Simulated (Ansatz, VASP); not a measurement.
Given: the input of a run of VASP 6.6.1 on Ge.

INCAR

```
PREC = Accurate
ENCUT = 520
EDIFF = 1E-7
ISMEAR = -1
SIGMA = 0.05
LREAL = False
LASPH = True
NELM = 100
ALGO = Normal
ISIF = 2
LWAVE = False
LCHARG = False
GGA = PS
NBANDS = 21
```

The input KPOINTS:

```
Automatic mesh
0
Gamma
  8 8 8
```

File POSCAR:

```
Ge
1.0
    0.0000000000      2.8289100000      2.8289100000
    2.8289100000      0.0000000000      2.8289100000
    2.8289100000      2.8289100000      0.0000000000
Ge
2
Direct
    0.7609660000      0.7332560000      0.7533390000
    0.4934450000      0.4893950000      0.5101500000
```

Potentials or basis: VASP PAW PBE potentials, release 64 (Ge_d).

Run with:

```sh
$ cat potpaw_PBE.64/Ge_d/POTCAR > POTCAR
$ mpirun -np 1 vasp_std > vasp.out
```

Task: Set up the same calculation for Ansatz 0.2.0. Potentials there: Ansatz PAW.

Result: As run (the cutoff follows the program's own potentials):

The input input.yaml:

```yaml
crystal:
  lattice:
    - [0.0, 2.82891, 2.82891]
    - [2.82891, 0.0, 2.82891]
    - [2.82891, 2.82891, 0.0]
  atoms:
    - { symbol: Ge, position: [0.760966, 0.733256, 0.753339] }
    - { symbol: Ge, position: [0.493445, 0.489395, 0.51015] }
hamiltonian:
  xc: pbesol
  pseudopotentials: { kind: paw }
kpoints:
  mp_grid: { grid: [8, 8, 8] }
scf:
  occupations: { method: fermi_dirac, width: 0.05 }
output:
  forces: true
  stress: true
  eigenvalues: true
```

Potentials or basis: Ansatz PAW.

Launch:

```sh
$ ansatz run input.yaml --threads 1 --pin off --max-ram 3584MiB --backend cpu --events-out ev --progress --plain --runs-dir out
```

Both were run:

|  | VASP | Ansatz | Ansatz less VASP |
| --- | --- | --- | --- |
| gap on the k mesh at the Fermi level (eV) | none | none | - |
| pressure (GPa) | 0.7 | 0.8 | +0.09 |
| largest component of the traceless stress (GPa) | 1.21 | 1.21 | +0.009 |
| rms of the force components (eV/Å) | 0.396 | 0.396 | +0.0008 |

Atom by atom the forces differ by 0.001 eV/Å (rms over components). A gap of «none» marks a metal or a gap that the smearing closes.

Caveats: the PAW data sets were made with another functional, which shifts forces and pressure a little (VASP); the PAW data sets come from PBE, with cores solved anew for the run's functional, which leaves a small shift of forces and pressure (Ansatz).
